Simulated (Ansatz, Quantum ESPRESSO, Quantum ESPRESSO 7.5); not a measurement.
**BaS(001): dielectric constant from slabs in a field**

Aim: the dielectric constant along the normal from slabs of two thicknesses in a field, starting with BaS(001), 5 layers.

Calculated with Quantum ESPRESSO 7.5; plane-wave DFT, LDA, GBRV ultrasoft pseudopotentials (geometry by Ansatz 0.2.0 with PAW datasets; geometry under PBE).

## (1) Starting point

The cell holds 10 atoms: 5 Ba and 5 S. Its edges and angles: a = 4.561 Å, b = 4.561 Å, c = 28.900 Å, α = 90.0°, β = 90.0°, γ = 90.0°. It derives from BaS. Vacuum lies along c.

## (2) Geometry from Ansatz, 5 layers

The geometry comes first, from a plane-wave PAW code, so that the later runs on this slab share one structure.

Contents of input.yaml:

```yaml
crystal:
  lattice:
    - [4.5608387387, 0.0, 0.0]
    - [0.0, 4.5608387387, 0.0]
    - [0.0, 0.0, 28.9]
  atoms:
    - { symbol: Ba, position: [0.0, 0.0, 0.276816609] }
    - { symbol: S, position: [0.5, 0.5, 0.276816609] }
    - { symbol: Ba, position: [0.5, 0.5, 0.3884083045] }
    - { symbol: S, position: [0.0, 0.0, 0.3884083045] }
    - { symbol: Ba, position: [0.0, 0.0, 0.5] }
    - { symbol: S, position: [0.5, 0.5, 0.5] }
    - { symbol: Ba, position: [0.5, 0.5, 0.6115916955] }
    - { symbol: S, position: [0.0, 0.0, 0.6115916955] }
    - { symbol: Ba, position: [0.0, 0.0, 0.723183391] }
    - { symbol: S, position: [0.5, 0.5, 0.723183391] }
kpoints:
  mp_grid: { grid: [4, 4, 1] }
hamiltonian:
  xc: pbe
scf:
  occupations: { method: fixed }
  convergence: { dr2_threshold: 1.0e-09 }
efield:
  axis: 3
  dipole_correction: true
  ramp_position: 0.97
  ramp_width: 0.04
relax:
  f_tol: 0.003
output:
  write_potential: true
  write_density: true
  volumetric_format: npy
```

Launch:

```bash
ansatz run input.yaml --threads 8 --pin off --max-ram 16384MiB --backend cpu --events-out ev --progress --plain --runs-dir out
```

Numbers of over 12 decimals in the logs are rounded to 6 here.

The program printed:

```text
Engine: ansatz 0.2.0, aarch64-unknown-linux-gnu
Pseudopotentials: kind: paw
Pseudopotential: Ba, paw, valence charge 10, recommended cutoff 420 eV (normal), Ba.paw.azcp
Pseudopotential: S, paw, valence charge 6, recommended cutoff 420 eV (normal), S.paw.azcp
Functional definition: PBE
  parameter kappa = 0.804
  parameter beta = 0.066725
  exchange = pbe_x(kappa = kappa, mu = beta*pi^2/3)
  correlation = pbe_c(beta = beta)
Crystal: 10 atoms, lattice volume = 601.156 Å³
Basis set: ecut = 420 eV, 11777 PW (Γ), exchange–correlation on 64×64×400 points (8 copies of the dense FFT grid, shifted against one another)
Bands: 50, of which v1, the nominal top of the filled ones, is band 40 counted from 1 (39 counted from 0)
Symmetry: 8 space group operations
k-points: 6 of 16
Non-local potential: Ba, projectors of the file, l = 0: 3, l = 1: 2, l = 2: 2, l = 3: 2
Non-local potential: S, projectors of the file, l = 0: 2, l = 1: 2, l = 2: 2
PAW form: soft (Blöchl's): semilocal exchange-correlation on the pseudo side does not see the compensation charge
PAW one-centre angular grid: Ba, 194 points (default); XC on 64 Gauss nodes
PAW one-centre angular grid: S, 110 points (default); XC on 64 Gauss nodes
Initial density: superposition of atomic densities (neutral atoms: chi_scale 0, normalization atom), corrected by the library's trained network
Initial wavefunctions: pseudopotential atomic-orbital guess
Functional: x = pbe(κ = 0.804, μ = 0.219515), c = pbe(β = 0.066725)
SCF iter   1: F=—  HF=-34278.470332 eV  |F-HF|=—  |Δ(HF+E_count)|=         —  Δρ=6.70e-4  dr2=8.56e-3  ethr=1.77e-3  p=0.002 e·Å  D=5.68e-4 V/Å  ΔV_dip=-0.02 eV  dr2_dipole=5.22e-6  V_vac-E_F(+/−)=4.17/4.19 eV  ⟨swp⟩=7.7  Hψ=1421  notcnv=0  defer=41
efield: sawtooth ramp at fractional position 0.9700 (set: `efield.ramp_position`, or a place that a band, a saddle search or an elastic batch's reference lends), width 0.0400; the density the first Hamiltonian is built on has a dipole p = 0.002 e·Å; the dipole correction subtracts the counter field D = 5.68e-4 V/Å, which shifts the + side's vacuum level by -0.02 eV against the − side's; the planar-averaged density in the ramp window peaks in size at 4.9e-5 e/Å³
preconditioner: auto → Resta (q_TF=auto, 1.949 Å⁻¹)  ε∞=2.3  [insulator: Δε(μ)=2.220 eV  Ē_g=10.924 eV  n_scr=72 (ndim 8)  ℏωp=12.7 eV  f_vac=0.416  ε∞_Penn≈2.3  vacuum switching on, ρ_ref=8.7e-3 e/Å³]
SCF iter   2: F=—  HF=-34278.471050 eV  |F-HF|=—  |Δ(HF+E_count)|=   7.18e-4  Δρ=2.60e-4  dr2=5.79e-4  ethr=1.07e-5  p=0.000 e·Å  D=1.67e-5 V/Å  ΔV_dip=-0.00 eV  dr2_dipole=3.66e-7  V_vac-E_F(+/−)=4.19/4.19 eV  ⟨swp⟩=6.0  Hψ=631  notcnv=0  defer=48
density mixer auto → msr1: gapped (density of states about μ 0.04 of a free-electron gas's, 72 screened modes)
SCF iter   3: F=—  HF=-34278.471915 eV  |F-HF|=—  |Δ(HF+E_count)|=   8.65e-4  Δρ=1.32e-4  dr2=1.52e-4  ethr=7.23e-7  p=0.000 e·Å  D=4.27e-5 V/Å  ΔV_dip=-0.00 eV  dr2_dipole=3.12e-11  V_vac-E_F(+/−)=4.18/4.18 eV  ⟨swp⟩=4.0  Hψ=406  notcnv=0  defer=48
SCF iter   4: F=—  HF=-34278.472412 eV  |F-HF|=—  |Δ(HF+E_count)|=   4.97e-4  Δρ=3.28e-5  dr2=2.66e-5  ethr=1.89e-7  p=-0.000 e·Å  D=-4.53e-5 V/Å  ΔV_dip=0.00 eV  dr2_dipole=9.81e-8  V_vac-E_F(+/−)=4.19/4.18 eV  ⟨swp⟩=3.2  Hψ=506  notcnv=0  defer=48
SCF iter   5: F=—  HF=-34278.472410 eV  |F-HF|=—  |Δ(HF+E_count)|=   2.69e-6  Δρ=1.16e-5  dr2=6.91e-7  ethr=3.33e-8  p=0.000 e·Å  D=2.08e-6 V/Å  ΔV_dip=-0.00 eV  dr2_dipole=1.56e-9  V_vac-E_F(+/−)=4.18/4.18 eV  ⟨swp⟩=2.2  Hψ=368  notcnv=0  defer=48
SCF iter   6: F=—  HF=-34278.472408 eV  |F-HF|=—  |Δ(HF+E_count)|=   1.69e-6  Δρ=2.42e-6  dr2=8.06e-8  ethr=8.63e-10  p=-0.000 e·Å  D=-9.91e-6 V/Å  ΔV_dip=0.00 eV  dr2_dipole=5.02e-9  V_vac-E_F(+/−)=4.19/4.19 eV  ⟨swp⟩=2.2  Hψ=517  notcnv=0  defer=47
SCF iter   7: F=—  HF=-34278.472408 eV  |F-HF|=—  |Δ(HF+E_count)|=   4.03e-8  Δρ=8.72e-7  dr2=8.64e-9  ethr=1.01e-10  p=0.000 e·Å  D=5.06e-6 V/Å  ΔV_dip=-0.00 eV  dr2_dipole=1.15e-9  V_vac-E_F(+/−)=4.19/4.19 eV  ⟨swp⟩=2.2  Hψ=410  notcnv=0  defer=47
SCF iter   8: F=—  HF=-34278.472408 eV  |F-HF|=—  |Δ(HF+E_count)|=   4.89e-9  Δρ=2.67e-7  dr2=1.10e-9  ethr=1.25e-12  p=-0.000 e·Å  D=-2.86e-6 V/Å  ΔV_dip=0.00 eV  dr2_dipole=5.52e-10  V_vac-E_F(+/−)=4.19/4.19 eV  ⟨swp⟩=8.5  Hψ=1902  notcnv=0
SCF iter   9: F=-34278.472408 eV  HF=-34278.472408 eV  |F-HF|=1.96e-10  |Δ(HF+E_count)|=  3.42e-10  Δρ=1.24e-7  dr2=2.56e-10  ethr=1.25e-12  p=0.000 e·Å  D=1.40e-6 V/Å  ΔV_dip=-0.00 eV  dr2_dipole=5.36e-11  V_vac-E_F(+/−)=4.19/4.19 eV  ⟨swp⟩=8.2  Hψ=1638  notcnv=0
SCF 1 converged in 9 iterations: F = -34278.472408 eV  dr2 = 2.56e-10
  greatest PAW one-centre occupation: 0.955 electrons in one spin orbital (limit 2), on the Ba atom at site 6 (counted from 0), in its partial waves of l = 0
relax step   1: F+E_penalty+E_count = -34278.47240811 eV  Δ(F+E_penalty+E_count) = +0.000e0 eV  max|allowed force component| = 1.973e-1 eV/Å  Δτ_max = 0.0000 Å  (9 SCF iters, accepted)
Initial density: handed on by an earlier stage of this run
Initial wavefunctions: those handed on with the density
iter 1 solved again at ethr=9.11e-5 eV; its pass at ethr=3.10e-3 eV (dr2=7.29e-2 eV) is discarded
SCF iter   1: F=—  HF=-34278.496591 eV  |F-HF|=—  |Δ(HF+E_count)|=         —  Δρ=2.09e-3  dr2=7.57e-2  ethr=9.11e-5  p=0.000 e·Å  D=1.37e-6 V/Å  ΔV_dip=-0.00 eV  dr2_dipole=6.08e-10  V_vac-E_F(+/−)=4.21/4.21 eV  ⟨swp⟩=2.5  Hψ=1189  notcnv=0  defer=44
efield: sawtooth ramp at fractional position 0.9700 (set: `efield.ramp_position`, or a place that a band, a saddle search or an elastic batch's reference lends), width 0.0400; the density the first Hamiltonian is built on has a dipole p = 0.000 e·Å; the dipole correction subtracts the counter field D = 1.37e-6 V/Å, which shifts the + side's vacuum level by -0.00 eV against the − side's; the planar-averaged density in the ramp window peaks in size at 4.2e-7 e/Å³
preconditioner: auto → Resta (q_TF=auto, 1.949 Å⁻¹)  ε∞=2.3  [insulator: Δε(μ)=2.133 eV  Ē_g=10.936 eV  n_scr=72 (ndim 8)  ℏωp=12.7 eV  f_vac=0.426  ε∞_Penn≈2.3  vacuum switching on, ρ_ref=8.7e-3 e/Å³]
SCF iter   2: F=—  HF=-34278.489050 eV  |F-HF|=—  |Δ(HF+E_count)|=   7.54e-3  Δρ=9.62e-4  dr2=7.19e-3  ethr=9.11e-5  p=-0.000 e·Å  D=-2.77e-6 V/Å  ΔV_dip=0.00 eV  dr2_dipole=1.23e-10  V_vac-E_F(+/−)=4.19/4.19 eV  ⟨swp⟩=3.2  Hψ=397  notcnv=0  defer=48  κ⁻¹=1.0e0(r=1)
density mixer auto → broyden: gapped, where msr1 would fit the directions that read negative (density of states about μ 0.04 of a free-electron gas's, 72 screened modes)
[...]
SCF iter   6: F=—  HF=-34278.498661 eV  |F-HF|=—  |Δ(HF+E_count)|=   2.12e-6  Δρ=2.55e-6  dr2=4.03e-8  ethr=1.50e-9  p=0.000 e·Å  D=2.19e-7 V/Å  ΔV_dip=-0.00 eV  dr2_dipole=1.20e-12  V_vac-E_F(+/−)=4.25/4.25 eV  ⟨swp⟩=2.0  Hψ=483  notcnv=0  defer=33  κ⁻¹=1.2e-5(r=5)
SCF iter   7: F=—  HF=-34278.498661 eV  |F-HF|=—  |Δ(HF+E_count)|=   4.19e-8  Δρ=1.10e-6  dr2=7.92e-9  ethr=5.04e-11  p=-0.000 e·Å  D=-7.82e-9 V/Å  ΔV_dip=0.00 eV  dr2_dipole=2.56e-13  V_vac-E_F(+/−)=4.25/4.25 eV  ⟨swp⟩=2.0  Hψ=473  notcnv=0  defer=33  κ⁻¹=3.2e-6(r=6)
SCF iter   8: F=-34278.498661 eV  HF=-34278.498661 eV  |F-HF|=5.46e-10  |Δ(HF+E_count)|=   1.28e-8  Δρ=2.75e-7  dr2=5.79e-10  ethr=1.25e-12  p=0.000 e·Å  D=8.96e-8 V/Å  ΔV_dip=-0.00 eV  dr2_dipole=4.57e-13  V_vac-E_F(+/−)=4.25/4.25 eV  ⟨swp⟩=6.2  Hψ=2008  notcnv=0
SCF 3 converged in 8 iterations: F = -34278.498661 eV  dr2 = 5.79e-10
relax step   3: F+E_penalty+E_count = -34278.49866144 eV  Δ(F+E_penalty+E_count) = -4.338e-3 eV  max|allowed force component| = 1.638e-2 eV/Å  Δτ_max = 0.0220 Å  (8 SCF iters, accepted)
[...]
relax step   4: F+E_penalty+E_count = -34278.49871170 eV  Δ(F+E_penalty+E_count) = -5.026e-5 eV  max|allowed force component| = 3.182e-3 eV/Å  Δτ_max = 0.0044 Å  (7 SCF iters, accepted)
SCF iter   1: F=—  HF=-34278.498714 eV  |F-HF|=—  |Δ(HF+E_count)|=         —  Δρ=7.09e-6  dr2=3.12e-6  ethr=7.14e-9  p=0.000 e·Å  D=4.84e-7 V/Å  ΔV_dip=-0.00 eV  dr2_dipole=1.11e-11  V_vac-E_F(+/−)=4.25/4.25 eV  ⟨swp⟩=3.3  Hψ=708  notcnv=0  defer=46
efield: sawtooth ramp at fractional position 0.9700 (set: `efield.ramp_position`, or a place that a band, a saddle search or an elastic batch's reference lends), width 0.0400; the density the first Hamiltonian is built on has a dipole p = 0.000 e·Å; the dipole correction subtracts the counter field D = 4.84e-7 V/Å, which shifts the + side's vacuum level by -0.00 eV against the − side's; the planar-averaged density in the ramp window peaks in size at 2.1e-7 e/Å³
preconditioner: auto → Resta (q_TF=auto, 1.949 Å⁻¹)  ε∞=2.4  [insulator: Δε(μ)=2.140 eV  Ē_g=10.822 eV  n_scr=72 (ndim 8)  ℏωp=12.7 eV  f_vac=0.423  ε∞_Penn≈2.4  vacuum switching on, ρ_ref=8.5e-3 e/Å³]
SCF iter   2: F=—  HF=-34278.498714 eV  |F-HF|=—  |Δ(HF+E_count)|=   6.25e-7  Δρ=5.02e-6  dr2=2.82e-7  ethr=3.90e-9  p=-0.000 e·Å  D=-7.97e-8 V/Å  ΔV_dip=0.00 eV  dr2_dipole=1.33e-12  V_vac-E_F(+/−)=4.25/4.25 eV  ⟨swp⟩=2.0  Hψ=427  notcnv=0  defer=46  κ⁻¹=1.0e0(r=1)
density mixer auto → broyden: gapped, where msr1 would fit the directions that read negative (density of states about μ 0.04 of a free-electron gas's, 72 screened modes)
SCF iter   3: F=—  HF=-34278.498714 eV  |F-HF|=—  |Δ(HF+E_count)|=   3.73e-8  Δρ=2.63e-6  dr2=7.25e-8  ethr=3.53e-10  p=0.000 e·Å  D=1.01e-7 V/Å  ΔV_dip=-0.00 eV  dr2_dipole=5.42e-13  V_vac-E_F(+/−)=4.25/4.25 eV  ⟨swp⟩=2.0  Hψ=360  notcnv=0  defer=46  κ⁻¹=2.2e-2(r=2)
SCF iter   4: F=—  HF=-34278.498714 eV  |F-HF|=—  |Δ(HF+E_count)|=   5.68e-9  Δρ=7.41e-7  dr2=3.42e-9  ethr=9.06e-11  p=-0.000 e·Å  D=-1.12e-7 V/Å  ΔV_dip=0.00 eV  dr2_dipole=8.16e-13  V_vac-E_F(+/−)=4.25/4.25 eV  ⟨swp⟩=2.0  Hψ=387  notcnv=0  defer=46  κ⁻¹=1.2e-3(r=3)
SCF iter   5: F=-34278.498714 eV  HF=-34278.498714 eV  |F-HF|=2.62e-10  |Δ(HF+E_count)|=   1.56e-9  Δρ=2.69e-7  dr2=3.92e-10  ethr=1.25e-12  p=0.000 e·Å  D=8.52e-8 V/Å  ΔV_dip=-0.00 eV  dr2_dipole=1.28e-13  V_vac-E_F(+/−)=4.25/4.25 eV  ⟨swp⟩=7.0  Hψ=1731  notcnv=0
SCF 5 converged in 5 iterations: F = -34278.498714 eV  dr2 = 3.92e-10
relax step   5: F+E_penalty+E_count = -34278.49871379 eV  Δ(F+E_penalty+E_count) = -2.092e-6 eV  max|allowed force component| = 6.907e-5 eV/Å  Δτ_max = 0.0005 Å  (5 SCF iters, accepted)
NSCF: frozen V_eff on 6 k-points
the band table was solved once a step of the walk had ended and its energy, with any forces and stress, was formed, with the checks that follow a solve (1956 applications of the Hamiltonian). They found nothing against the state; the energy, forces and stress were not computed again (output.eigenvalues in the input reference)
WARN: The output density's exchange-correlation potential varies sharply where the density is thin. Do not read a vacuum level from v_tot or v_xc, or from such a field of the output density. On a cell that repeats whose density bears no net charge and no dipole along the vacuum's axis use v_es (v_loc + v_h of the components); under efield.dipole_correction with no amplitude use v_es + v_field, which holds any externa [...]
SCF converged after 5 iterations
Stability not checked: this state was not tested for a lower state beside it, because the mixer in use, unlike msr1, does not test its closes by its own steps (another_mixer; see scf.mixing.algorithm and scf.lower_state_search)
Free energy (F): -34278.498714 eV
Harris-Foulkes:  -34278.498714 eV  (|F-HF|=2.62e-10)
Internal energy: -34278.498714 eV  (E = F + TS)
E sigma→0 (E₀):  -34278.498714 eV
Fermi energy:    1.290212 eV
Dipole field:    D = 0.000000 V/Å  (p = 0.000001 e·Å, saw-weighted, corrected)
Work function:   Φ+ = 4.2501 eV   Φ− = 4.2501 eV
Levels:          The Fermi level and band energies are counted from a zero that moves with the ramp; work functions are not
--- Per-component energies (eV) ---
  E_band       = -629.915311
  E_kinetic    = 1376.815106
  E_local      = -29988.713207  (includes V_loc(G=0)·N_el)
  E_nonlocal   = 425.373317
  E_hartree    = 14440.604235
  E_xc         = -1330.852148
  E_vxc        = -1121.309640  (∫ρ·V_xc dr)
  E_paw        = -29130.273411  (= ΣΔE_a)
  E_vpaw       = -203.289335  (= ΣTr[D̂ρ^β])
  E_aug_tail   = -0.000000  (compensation charges beyond the density's cutoff)
  E_efield     = 0.000000  (sawtooth field / dipole correction)
  E_vefield    = -0.000008  (∫n·V_field dr)
  E_ewald      = 9928.547394
  E_smearing   = -0.000000  (= −TS)
  E_closure    = 0.000000  (closes the sum)
  Σ components = -34278.498714   (vs F -34278.498714, Δ=0.00e0)
--- Forces (eV/Å), atoms counted from 1 ---
  atom   1  Ba    -0.00000000     0.00000000    -0.00006796
  atom   2  S      0.00000000     0.00000000     0.00001774
  atom   3  Ba     0.00000000     0.00000000     0.00000405
  atom   4  S     -0.00000000     0.00000000     0.00001200
  atom   5  Ba     0.00000000     0.00000000     0.00000134
  atom   6  S     -0.00000000     0.00000000    -0.00000102
  atom   7  Ba    -0.00000000     0.00000000    -0.00000176
  atom   8  S      0.00000000     0.00000000    -0.00001438
  atom   9  Ba    -0.00000000     0.00000000     0.00006912
  atom  10  S     -0.00000000     0.00000000    -0.00001867
  max |Σ_I F_I| component: 4.39e-7 eV/Å
--- Band table (eV; the first three rows and the last of 6) ---
  k-point 0: bands = [... 36 lower, 1.2823, 1.2823, 1.2902, 1.2902, 3.4291, 3.6704, 4.0490, 4.2968, ... 6 higher]
  k-point 1: bands = [... 36 lower, 0.8028, 0.8076, 0.8122, 0.9881, 4.5147, 4.7115, 4.7730, 4.8481, ... 6 higher]
  k-point 2: bands = [... 36 lower, 0.4335, 0.4977, 0.7410, 0.8927, 5.4321, 5.4879, 5.6581, 5.8532, ... 6 higher]
  k-point 5: bands = [... 36 lower, 1.0107, 1.0593, 1.0593, 1.2142, 3.6033, 3.6033, 4.2780, 4.2780, ... 6 higher]
--- Relaxed structure (5 steps of the walk, 5 accepted, 0 SCFs on fresh bases) ---
  F+E_penalty+E_count = -34278.49871379 eV   max|allowed force component| = 6.907e-5 eV/Å
  atoms:
    - { symbol: Ba, position: [0, 0.0, 0.280165] }
    - { symbol: S, position: [0.5, 0.5, 0.279807] }
    - { symbol: Ba, position: [0.5, 0.5, 0.388672] }
    - { symbol: S, position: [0, 0.0, 0.388408] }
    - { symbol: Ba, position: [0, 0.0, 0.500000] }
    - { symbol: S, position: [0.5, 0.5, 0.500000] }
    - { symbol: Ba, position: [0.5, 0.5, 0.611328] }
    - { symbol: S, position: [0, 0.0, 0.611592] }
    - { symbol: Ba, position: [0, 0.0, 0.719835] }
    - { symbol: S, position: [0.5, 0.5, 0.720193] }
```

Run time: 9.4 s. Hardware: 8 threads of Arm Neoverse V2, shared host; peak memory 1.2 GiB.

Relaxation path:

```csv
step,energy less that of the first step (eV),largest force component (eV/Å)
1,0.0000,0.1973
2,-0.0219,0.1064
3,-0.0263,0.0164
4,-0.0263,0.0032
5,-0.0263,0.0001
```

The atoms that moved most (Å):

```csv
atom,dx,dy,dz,length
Ba9,0.000,0.000,-0.097,0.097
Ba1,0.000,0.000,0.097,0.097
S2,0.000,0.000,0.086,0.086
S10,0.000,0.000,-0.086,0.086
Ba7,0.000,0.000,-0.008,0.008
Ba3,0.000,0.000,0.008,0.008
```

The relaxation lowers the energy by 3 meV an atom.

Read from the output:

* free energy: -34278.4987 eV
* gap by band count: 2.139 eV
* symmetry operations: 8
* dipole along the normal: 1.21e-6 e·Å
* valence top, on the run's zero: 1.290 eV
* vacuum level at the upper face over the valence top of the mesh: 4.250 eV
* vacuum level at the lower face over the valence top of the mesh: 4.250 eV

(Continued in part 2 of 6.)

[Logs are printed without paths, hosts, clocks, repeated set-up lines and the standing remarks that a program may print on its own settings, such as how far it seeks lower states.]

[Hosts, paths, dates, database ids (printed as entryN), source tags and the programs' standing remarks are cut or masked in the printed files.]

[Maps of the electrostatic potential energy from Ansatz leave out the sawtooth potential of an applied field or a dipole correction, so their vacuum need not be flat; planar profiles and work functions include it.]
